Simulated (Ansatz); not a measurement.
Computed with Ansatz, DFT PBE, scalar-relativistic, plane waves, PAW. Settings: cutoff 420 eV, Γ-centred meshes spaced at most about 0.3 Å⁻¹, and about 0.25 Å⁻¹ or finer for metals (2π included), Gaussian smearing. No spin polarisation in the final relaxations.

All energies are static (0 K, no zero-point motion). All come from trial cells, and lower structures may exist.

Problem. Which of these relaxed structures of C is the lowest in energy?
1.

```
CELL_PARAMETERS angstrom
2.43349 0.00000 0.00000
0.00000 2.56893 0.00000
0.00000 0.00000 6.26466
ATOMIC_POSITIONS crystal
C 0.25000 0.00000 0.57911
C 0.75000 0.50000 0.05709
C 0.75000 0.00000 0.42089
C 0.25000 0.50000 0.94291
C 0.75000 0.50000 0.29258
C 0.25000 0.50000 0.70742
```

2.

```
CELL_PARAMETERS angstrom
4.24859 0.00000 0.00000
0.00000 4.24859 0.00000
0.00000 0.00000 1.28228
ATOMIC_POSITIONS crystal
C 0.50000 0.50000 0.00000
```

3.

```
CELL_PARAMETERS angstrom
2.60535 0.00000 0.00000
-1.30267 2.25630 0.00000
0.00000 0.00000 2.80035
ATOMIC_POSITIONS crystal
C 0.50000 0.50000 0.33333
C 0.50000 0.00000 0.00000
C 0.00000 0.50000 0.66667
```

Solution. 1. It has space group Pmma (No. 51); the next, 2, with space group P4/mmm (No. 123), lies 0.35 eV/atom higher. Counting all near atoms (those within 1.25 times the shortest such distance or 1.15 times the sum of covalent radii, 1.27 where that leaves under three; a slash parts the counts of unlike sites), the lowest has C 3/4 and the next has C 2.

No dispersion correction is applied, so the spacing and binding between layers, chains or molecules are poorly described (P4/mmm), and this can change margins and order among such cells. Cells relaxed within their symmetry can be saddle points. The part of the Crystallography Open Database at hand lists C in space groups No. 58, 69, 71, 141, 166 and others; no cell shown has one of them. Some types were kept out of the candidates beforehand, so the set may lack a known form.
